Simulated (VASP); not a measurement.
Write the native input for VASP 6.6.1 that does the following.

- Task: Born charges and dielectric tensor
- Functional: PBEsol
- Potentials or basis: VASP PAW PBE potentials, release 64 (Pb_d, Se)
- Cutoff: 520 eV
- k mesh: 8 × 8 × 8
- Occupations: fermi-dirac, width 0.05 eV
- Spin: no spin polarisation
- Further INCAR settings: ALGO = Normal; EDIFF = 1e-08; IBRION = 8

The structure of PbSe (Clausthalite) lies in POSCAR:

```
PbSe
1.0
    0.0000000000      3.0606500000      3.0606500000
    3.0606500000      0.0000000000      3.0606500000
    3.0606500000      3.0606500000      0.0000000000
Pb Se
1 1
Direct
    0.0000000000      0.0000000000      0.0000000000
    0.5000000000      0.5000000000      0.5000000000
```

One way to write it, as run:

INCAR

```
SYSTEM = PbSe
PREC = Accurate
ENCUT = 520
EDIFF = 1E-8
ISMEAR = -1
SIGMA = 0.05
LREAL = .FALSE.
LASPH = .TRUE.
NELM = 100
ALGO = Normal
ISIF = 2
LWAVE = .FALSE.
LCHARG = .FALSE.
GGA = PS
LEPSILON = .TRUE.
IBRION = 8
```

KPOINTS

```
Automatic mesh
0
G
  8 8 8
  0 0 0
```

Potentials or basis: VASP PAW PBE potentials, release 64 (Pb_d, Se).

Command:

```bash
$ cat potpaw_PBE.64/Pb_d/POTCAR potpaw_PBE.64/Se/POTCAR > POTCAR
$ mpirun -np 1 vasp_std > vasp.out
```

Results of the run:

| Property | Result |
| --- | --- |
| Band gap on the k mesh | 0.20 eV, direct |
| Electronic dielectric tensor (diagonal) | 46.83 |
| Born charges (mean of the diagonal) | Pb +3.52; Se -3.52 e |
| Highest phonon frequency at Γ, LO-TO splitting left out | 40 cm⁻¹ |

Caveat: the gap is small at this level, which inflates the dielectric constant; spin-orbit coupling is left out, which as a rule narrows the gap of such compounds by several tenths of an eV.

Run time: 6.1 min on 1 thread of AMD EPYC 7R43 64-Core Processor (Zen 3), with other jobs on the host, peak memory 0.26 GiB.
